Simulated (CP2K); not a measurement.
Runs of CP2K 2026.2 on Sn. All rows change the cell; the cell of one of them follows. It takes space group R-3m (No. 166, trigonal). Conventional cell: a = 4.573 Å, b = 4.573 Å, c = 10.753 Å, α = 90.00°, β = 90.00°, γ = 120.00°. Sn (site symmetry 3m) is surrounded by 4 Sn at 2.69 to 2.79 Å. This isn't the form of Sn at room conditions, which is tetragonal (white tin).

```csv
cell,gap on the mesh (eV),pressure (GPa),largest force (eV/Å)
strain_c = -0.04,none,6.7,0.59
strain_c = 0.02,none,3.2,(a)
strain_c = 0.04,none,(b),0.34
strain_c = -0.02,none,5.3,0.26
strain_c = 0,none,4.2,-
strain_c = 0.06,none,(c),0.45
```

Alike in all rows: task band structure; level PBE; potentials or basis POTENTIAL_UZH Sn GTH-PBE-q4; TZVP-MOLOPT-PBE-GTH basis; no spin polarisation; k mesh 7 × 7 × 7; smearing fermi-dirac 0.05 eV.

Task: Estimate the missing entries.

Result: (a) 0.20; (b) 2.4; (c) 1.7.

Caveats: spin-orbit coupling is left out, which moves the levels of the heavy elements; the basis of atomic orbitals isn't converged, which shifts pressures, moduli and gaps.

A k mesh can miss the band edges, and the runs leave out spin-orbit coupling on Sn.

A gap of «none» marks a metal or a gap under the smearing width.
